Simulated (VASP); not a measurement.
## GaN (zincblende): a GW calculation on PBE orbitals in VASP

INCAR, step 1 (ground state)

```
PREC = Accurate
LREAL = .FALSE.
LWAVE = .TRUE.
LASPH = .TRUE.
LCHARG = .FALSE.
ENCUT = 500
ISMEAR = 0
SIGMA = 0.01
NELM = 120
GGA = PE
EDIFF = 1E-7
```

INCAR, step 2 (empty bands)

```
SIGMA = 0.01
NELM = 1
LOPTICS = .TRUE.
ENCUT = 500
LCHARG = .FALSE.
ISTART = 1
LASPH = .TRUE.
LWAVE = .TRUE.
ALGO = Exact
PREC = Accurate
LREAL = .FALSE.
EDIFF = 1E-7
ISMEAR = 0
GGA = PE
NBANDS = 76
```

INCAR, step 3 (GW)

```
ENCUTGW = 120
PRECFOCK = Fast
LCHARG = .FALSE.
GGA = PE
ALGO = EVGW0
SIGMA = 0.01
ENCUT = 500
ENCUTGWSOFT = 120
NBANDS = 76
NELMGW = 1
NOMEGA = 64
NELM = 120
EDIFF = 1E-7
NBANDSGW = 17
LASPH = .TRUE.
LREAL = .FALSE.
PREC = Accurate
LWAVE = .FALSE.
ISTART = 1
ISMEAR = 0
```

KPOINTS

```
KPOINTS created by Atomic Simulation Environment
0
Gamma
6 6 6
0 0 0
```

POSCAR

```
Ga N
 1.0000000000000000
     0.0000000000000000    2.2489525470600347    2.2489525470600347
     2.2489525470600347    0.0000000000000000    2.2489525470600347
     2.2489525470600347    2.2489525470600347    0.0000000000000000
 Ga  N
   1   1
Cartesian
  0.0000000000000000 -0.0000000000000000 -0.0000000000000000
  1.1244762735300171  1.1244762735300171  1.1244762735300171
```

VASP ran with the GW set of PAW datasets (18 valence electrons in the cell).

From OUTCAR

```
k-points           NKPTS =     16   k-points in BZ     NKDIM =    216   number of bands    NBANDS=     76

   NELECT =      18.0000    total number of electrons

   dimension x,y,z NGX =    24 NGY =   24 NGZ =   24
   dimension x,y,z NGXF=    48 NGYF=   48 NGZF=   48

  energy-cutoff  :      500.00
  volume of cell :       22.75
      direct lattice vectors                 reciprocal lattice vectors
     0.000000000  2.248952547  2.248952547    -0.222325723  0.222325723  0.222325723
     2.248952547  0.000000000  2.248952547     0.222325723 -0.222325723  0.222325723
     2.248952547  2.248952547  0.000000000     0.222325723  0.222325723 -0.222325723

 k-points in reciprocal lattice and weights: KPOINTS created by Atomic Simulation Env
   0.00000000  0.00000000  0.00000000       0.005
   0.16666667  0.00000000  0.00000000       0.037
   0.33333333  0.00000000  0.00000000       0.037
   0.50000000  0.00000000  0.00000000       0.019
   0.16666667  0.16666667  0.00000000       0.028
   0.33333333  0.16666667  0.00000000       0.111
   0.50000000  0.16666667  0.00000000       0.111
  -0.33333333  0.16666667  0.00000000       0.111
   ...

 QP shifts <psi_nk| G(iteration)W_0 |psi_nk>: iteration 1
 for sc-GW calculations column KS-energies equals QP-energies in previous step
 and V_xc(KS)=  KS-energies - (<T + V_ion + V_H > + <T+V_H+V_ion>^1  + <V_x>^1)

 k-point   1 :       0.0000    0.0000    0.0000
  band No.  KS-energies  QP-energies   sigma(KS)   V_xc(KS)     V^pw_x(r,r')   Z            occupation Imag(sigma)

      1     -10.8176     -11.8221     -16.3860     -14.8634     -24.6039       0.6597       2.0000       1.0273
      2      -8.3324     -11.3108     -25.5777     -21.4818     -34.7834       0.7272       2.0000       0.1954
      3      -8.3324     -11.3108     -25.5777     -21.4818     -34.7834       0.7272       2.0000       0.1954
      4      -8.3324     -11.3108     -25.5777     -21.4818     -34.7834       0.7272       2.0000       0.1954
      5      -8.0098     -11.0997     -26.0177     -21.8060     -35.1839       0.7336       2.0000       0.1382
      6      -8.0098     -11.0997     -26.0177     -21.8060     -35.1839       0.7336       2.0000       0.1382
      7       5.1631       4.6922     -18.3734     -17.7579     -21.3813       0.7651       2.0000       0.0593
      8       5.1631       4.6922     -18.3734     -17.7579     -21.3813       0.7651       2.0000       0.0593
      9       5.1631       4.6922     -18.3734     -17.7579     -21.3813       0.7651       2.0000       0.0593
     10       6.9283       7.5851     -12.5434     -13.3700      -9.0805       0.7945       0.0000      -0.0551
     11      15.4996      16.2555     -10.4873     -11.4437      -5.3834       0.7905       0.0000      -0.1099
     12      15.4996      16.2555     -10.4873     -11.4437      -5.3834       0.7905       0.0000      -0.1099
     13      15.4996      16.2555     -10.4873     -11.4437      -5.3834       0.7905       0.0000      -0.1099
     14      22.8658      23.4907      -8.9606      -9.7665      -2.7099       0.7753       0.0000      -0.4723
     15      23.9964      24.2889      -9.2929      -9.6659      -2.9938       0.7841       0.0000      -0.6695
     16      23.9964      24.2889      -9.2929      -9.6659      -2.9938       0.7841       0.0000      -0.6695
     17      23.9964      24.2889      -9.2929      -9.6659      -2.9938       0.7841       0.0000      -0.6695

 k-point   2 :       0.1667    0.0000    0.0000
  band No.  KS-energies  QP-energies   sigma(KS)   V_xc(KS)     V^pw_x(r,r')   Z            occupation Imag(sigma)

      1     -10.5332     -11.6245     -17.0356     -15.4026     -25.2881       0.6683       2.0000       0.9823
      2      -8.2982     -11.2839     -25.6256     -21.5220     -34.8365       0.7276       2.0000       0.1939
      3      -8.2982     -11.2839     -25.6256     -21.5220     -34.8365       0.7276       2.0000       0.1939
      4      -8.2039     -11.0865     -25.0129     -21.0545     -34.0832       0.7282       2.0000       0.2331
      5      -8.0114     -11.0974     -26.0108     -21.8007     -35.1792       0.7330       2.0000       0.1393
      6      -8.0114     -11.0974     -26.0108     -21.8007     -35.1792       0.7330       2.0000       0.1393
      7       2.8759       2.2052     -16.7999     -15.9144     -19.9900       0.7574       2.0000       0.0779
      8       4.8895       4.3849     -18.1417     -17.4815     -21.1941       0.7645       2.0000       0.0615
      9       4.8895       4.3849     -18.1417     -17.4815     -21.1941       0.7645       2.0000       0.0615
     10       8.5342       9.2894     -13.2319     -14.1945      -9.6301       0.7845       0.0000      -0.0597
     11      14.4601      15.2802     -10.9981     -12.0425      -5.9733       0.7853       0.0000      -0.1077
     12      15.8578      16.6320     -10.6786     -11.6669      -5.4599       0.7833       0.0000      -0.1244
     13      15.8578      16.6320     -10.6786     -11.6669      -5.4599       0.7833       0.0000      -0.1244
     14      21.9819      22.2403      -8.7936      -9.1214      -2.7423       0.7884       0.0000      -0.5119
     15      22.0285      22.4875     -10.0317     -10.6145      -4.3927       0.7875       0.0000      -0.3747
     16      22.0285      22.4875     -10.0317     -10.6145      -4.3927       0.7875       0.0000      -0.3747
     17      25.8022      26.5514      -9.6097     -10.5672      -3.0601       0.7825       0.0000      -0.7500

 k-point   3 :       0.3333    0.0000    0.0000
  band No.  KS-energies  QP-energies   sigma(KS)   V_xc(KS)     V^pw_x(r,r')   Z            occupation Imag(sigma)

      1     -10.0633     -11.5296     -19.2985     -17.1541     -27.8233       0.6838       2.0000       0.7907
      2      -8.2530     -11.2507     -25.6796     -21.5622     -34.8858       0.7281       2.0000       0.1877
      3      -8.2530     -11.2507     -25.6796     -21.5622     -34.8858       0.7281       2.0000       0.1877
      4      -7.9893     -11.0778     -26.0470     -21.8373     -35.2361       0.7337       2.0000       0.1437
      5      -7.9893     -11.0778     -26.0470     -21.8373     -35.2361       0.7337       2.0000       0.1437
      6      -7.5348     -10.0044     -23.2814     -19.8861     -31.8974       0.7274       2.0000       0.3599
      7      -0.2197      -1.1055     -15.6090     -14.3975     -19.7629       0.7311       2.0000       0.1586
      8       4.4053       3.8483     -17.7840     -17.0538     -20.9225       0.7627       2.0000       0.0656
      9       4.4053       3.8483     -17.7840     -17.0538     -20.9225       0.7627       2.0000       0.0656
     10       9.6696      10.4751     -12.0674     -13.0851      -7.8750       0.7915       0.0000      -0.0713
     11      13.8387      14.7411     -12.4223     -13.6107      -7.2439       0.7593       0.0000      -0.1234
     12      15.8244      16.5299     -10.6493     -11.5496      -5.4809       0.7837       0.0000      -0.1320
     13      15.8244      16.5299     -10.6493     -11.5496      -5.4809       0.7837       0.0000      -0.1320
     14      20.8333      21.1953      -9.0582      -9.5206      -3.0537       0.7830       0.0000      -0.4246
     15      22.8068      23.3907     -10.5756     -11.3251      -4.5864       0.7792       0.0000      -0.4441
     16      22.8068      23.3907     -10.5756     -11.3251      -4.5864       0.7792       0.0000      -0.4441
     17      28.9603      29.8827     -10.7251     -11.8854      -3.6535       0.7950       0.0000      -1.1162

 ...
```

```json
{
  "PBE gap on the mesh": "1.77 eV",
  "G₀W₀ gap on the mesh": "2.89 eV"
}
```

These GW values are short of the basis and mesh limit.
